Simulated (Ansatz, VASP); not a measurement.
Rh in VASP and in Ansatz

```xyz
1
Lattice="0.0000 1.9709 1.9709 1.9709 0.0000 1.9709 1.9709 1.9709 0.0000" Properties=species:S:1:pos:R:3 pbc="T T T"
Rh    0.0000    0.0000    0.0000
```

Alike in both runs: task single point; functional PBE; k mesh 18 × 18 × 18; occupations gaussian, width 0.1 eV; no spin polarisation.

```csv
,VASP,Ansatz
version,VASP 6.6.1,Ansatz 0.2.0
potentials or method,"VASP PAW PBE potentials, release 64 (Rh_pv)","scalar-relativistic, plane waves, PAW"
plane-wave cutoff (eV),520,420
valence electrons in the cell,15,17
```

```tsv
	VASP	Ansatz	Ansatz less VASP
gap on the k mesh at the Fermi level (eV)	none	none	-
pressure (GPa)	-17.7	-17.7	-0.05
```

A gap of «none» marks a metal or a gap that the smearing closes. The functional is the same, so the differences come from potentials, cutoffs and numerics. The two sets of potentials don't hold the same shells in valence.

Caveats: so large a pressure means that the cell lies far from this level's equilibrium, or that cutoff or potentials fall short (VASP).
